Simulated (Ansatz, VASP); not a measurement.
One calculation of PtSe, two programs

File INCAR:

```
ALGO = Normal
EDIFF = 1E-6
ENCUT = 520
GGA = PE
ISIF = 2
ISMEAR = -1
LASPH = True
LCHARG = False
LREAL = False
LWAVE = False
NBANDS = 15
NELM = 80
PREC = Accurate
SIGMA = 0.05
```

KPOINTS

```
k-points
0
Gamma
  7 7 6
```

POSCAR

```
PtSe
1.0
    3.6648516267      0.0000000000      0.0000000000
   -1.8324258084      3.1738546125      0.0000000000
    0.0000000000      0.0000000000      3.6128420300
Pt Se
1 1
Direct
    0.0000000000      0.0000000000      0.0000000000
    0.6666666667      0.3333333333      0.5000000000
```

File input.yaml:

```yaml
crystal:
  lattice:
    - [3.6648516267, 0.0, 0.0]
    - [-1.8324258084, 3.1738546125, 0.0]
    - [0.0, 0.0, 3.61284203]
  atoms:
    - { symbol: Pt, position: [0.0, 0.0, 0.0] }
    - { symbol: Se, position: [0.6666666667, 0.3333333333, 0.5] }
hamiltonian:
  xc: pbe
  pseudopotentials: { kind: paw }
kpoints:
  mp_grid: { grid: [7, 7, 6] }
scf:
  occupations: { method: fermi_dirac, width: 0.05 }
output:
  forces: true
  stress: true
  eigenvalues: true
```

The cell comes from a database or a generator and needn't be the stable form of this composition.

Alike in both runs: task single point; functional PBE; k mesh 7 × 7 × 6; occupations fermi-dirac, width 0.05 eV; no spin polarisation.

```csv
,VASP,Ansatz
version,VASP 6.6.1,Ansatz 0.2.0
potentials or method,"VASP PAW PBE potentials, release 64 (Pt, Se)",Ansatz PAW
plane-wave cutoff (eV),520,420
valence electrons in the cell,16,34
```

Ansatz gave:

* gap on the k mesh at the Fermi level (eV): none
* pressure (GPa): -10.3
* largest component of the traceless stress (GPa): 3.47

Q: Which values does VASP return?

A: gap on the k mesh at the Fermi level (eV): none; pressure (GPa): -10.4; largest component of the traceless stress (GPa): 3.49.

A gap of «none» marks a metal or a gap that the smearing closes. The two sets of potentials don't hold the same shells in valence.

The runs have no spin-orbit coupling, so splittings on Pt are missing.
